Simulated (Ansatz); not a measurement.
# CsBr (CsCl type): how the settings move a single-point run

How sensitive is a single-point run of CsBr (CsCl type) to its settings? A reference run comes first, then one run with altered input.

Program: Ansatz 0.2.0. Level of theory: reference: DFT, PBE, all-electron LAPW, scalar-relativistic. These are calculated values, not measurements.

### Step 1. Starting point

Symmetry: Pm-3m, No. 221, cubic system. Conventional cell: a = 4.074 Å, b = 4.074 Å, c = 4.074 Å, α = 90.00°, β = 90.00°, γ = 90.00°. Around Cs (site symmetry m-3m) lie 8 Br at 3.53 Å. Br (site symmetry m-3m) is surrounded by 8 Cs at 3.53 Å.

Coordinates:

```
CELL_PARAMETERS angstrom
4.07367 0.00000 0.00000
0.00000 4.07367 0.00000
0.00000 0.00000 4.07367
ATOMIC_POSITIONS crystal
Cs 0.00000 0.00000 0.00000
Br 0.50000 0.50000 0.50000
```

### Step 2. The reference run

The input, input.yaml:

```yaml
crystal:
  lattice:
    - [4.0736656257, 0.0, 0.0]
    - [0.0, 4.0736656257, 0.0]
    - [0.0, 0.0, 4.0736656257]
  atoms:
    - { symbol: Cs, position: [0.0, 0.0, 0.0] }
    - { symbol: Br, position: [0.5, 0.5, 0.5] }
kpoints:
  mp_grid: { grid: [11, 11, 11] }
  band_path:
    path:
      - [0.0, 0.0, 0.0]
      - [0.0, 0.5, 0.0]
      - [0.5, 0.5, 0.0]
      - [0.0, 0.0, 0.0]
      - [0.5, 0.5, 0.5]
      - [0.0, 0.5, 0.0]
      - [0.5, 0.5, 0.5]
      - [0.5, 0.5, 0.0]
    npoints: 8
scf:
  occupations: { method: fermi_dirac, width: 0.1 }
hamiltonian:
  xc: pbe
  pseudopotentials: { kind: all_electron, lapw: { basis_error: 0.001 } }
output:
  forces: true
  stress: true
  eigenvalues: true
  populations: true
  dos: { projected: true, de: 0.2, e_range: [-14, 8] }
```

Command:

```sh
ansatz run input.yaml --threads 1 --pin off --max-ram 2048MiB --backend cpu --events-out ev --progress --plain --runs-dir out
```

### Step 3. Changed: mp_grid.grid [4, 4, 4]

input.yaml: that of step 2 with these lines changed.

```diff
@@ -9,3 +9,3 @@
 kpoints:
-  mp_grid: { grid: [11, 11, 11] }
+  mp_grid: { grid: [4, 4, 4] }
   band_path:
@@ -31,2 +31 @@
   populations: true
-  dos: { projected: true, de: 0.2, e_range: [-14, 8] }
```

Q: Predict the outcome of this session. Wanted: for each run, ending; energy change; pressure; gap; force.

The runs gave:

```tsv
run	ending	energy change	pressure (GPa)	gap (eV)	force (eV/Å)	cycles	time
reference	converged	0	4.8	4.66	0.00	8	18 s
1: mp_grid.grid [4, 4, 4]	converged	+0.9 meV/atom	4.9	4.66	0.00	8	7.5 s
```

Times don't compare one to one where runs were asked for different outputs or read a saved state (see the inputs); cycles may leave out searches for a lower state.

Residual by cycle in the longest SCF loop of each run; runs are numbered as in the table. The quantity is the density residual dr2, in eV.

```tsv
cycle	reference	run 1
1	0.317	0.317
2	0.0816	0.0817
3	0.0288	0.0288
4	0.00164	0.00163
5	3.3e-5	3.3e-5
6	2.0e-6	1.9e-6
7	6.3e-7	6.3e-7
8	3.1e-8	3.0e-8
```

**Reading.** Changing the k-point mesh moves the energy by +0.9 meV/atom. The energy is not variational in the mesh, so the sign tells nothing. The gap of the reference lacks spin-orbit coupling, though the cell holds Cs.

The gaps are Kohn-Sham values of a semilocal functional, not quasiparticle or optical gaps. Such gaps usually fall short of the measured ones.
